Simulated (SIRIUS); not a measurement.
Set up this calculation in SIRIUS 7.10.0, as the native input.

```yaml
Task: single point
Functional: PBEsol
Potentials_or_basis: PseudoDojo 0.4.1 PBEsol standard (scalar relativistic)
Cutoff: 807 eV
Density_cutoff: 3227 eV
k_mesh: 11 × 11 × 11
Occupations: fermi-dirac, width 0.05 eV
Spin: no spin polarisation
Libxc_names: "[\"XC_GGA_X_PBE_SOL\", \"XC_GGA_C_PBE_SOL\"]"
Energy_tol: 1e-08 Ha
Density_tol: 1e-06
Mixer: anderson
Mixing_beta: 0.7
Max_scf: 100
Radial_cutoff_for_the_potentials'_integrals: 6.5 bohr
```

The system is Ta.

```
Ta
1.0
    -1.65128    1.65128    1.65128
     1.65128   -1.65128    1.65128
     1.65128    1.65128   -1.65128
Ta
1
Direct
  0.00000 0.00000 0.00000
```

One way to write it, as run:

sirius.json

```json
{
  "control": {
    "processing_unit": "cpu",
    "verbosity": 2,
    "num_bands_to_print": 13,
    "print_forces": true,
    "print_stress": true
  },
  "parameters": {
    "electronic_structure_method": "pseudopotential",
    "xc_functionals": ["XC_GGA_X_PBE_SOL", "XC_GGA_C_PBE_SOL"],
    "gk_cutoff": 7.7,
    "pw_cutoff": 15.4,
    "ngridk": [11, 11, 11],
    "shiftk": [0, 0, 0],
    "smearing": "fermi_dirac",
    "smearing_width": 0.0018374661,
    "num_bands": 13,
    "num_mag_dims": 0,
    "num_dft_iter": 100,
    "energy_tol": 1e-08,
    "density_tol": 1e-06
  },
  "iterative_solver": {
    "type": "davidson",
    "min_tolerance": 1e-09,
    "tolerance_scale": [0.1, 0.25]
  },
  "mixer": {
    "type": "anderson",
    "beta": 0.7,
    "max_history": 8
  },
  "settings": {
    "tol_ne": 1e-10,
    "pseudo_grid_cutoff": 6.5
  },
  "unit_cell": {
    "lattice_vectors": [
      [-3.120466955072, 3.120466955072, 3.120466955072],
      [3.120466955072, -3.120466955072, 3.120466955072],
      [3.120466955072, 3.120466955072, -3.120466955072]
    ],
    "atom_coordinate_units": "lattice",
    "atom_types": ["Ta"],
    "atom_files": {
      "Ta": "Ta.json"
    },
    "atoms": {
      "Ta": [
        [0.0, 0.0, 0.0]
      ]
    }
  }
}
```

Potentials or basis: PseudoDojo 0.4.1 PBEsol standard (scalar relativistic).

The run is started by

```sh
$ upf_to_json Ta.upf
$ OMP_NUM_THREADS=1 sirius.scf --input=sirius.json --output=out.json --task=0
```

Results of the run:

| Item | Value |
| --- | --- |
| Pressure | -4.2 GPa |
| Band gap on the k mesh | none (metal or under the smearing width) |

It took 11 s on 1 thread of Arm Neoverse V2, on a shared host, peak memory 0.25 GiB.
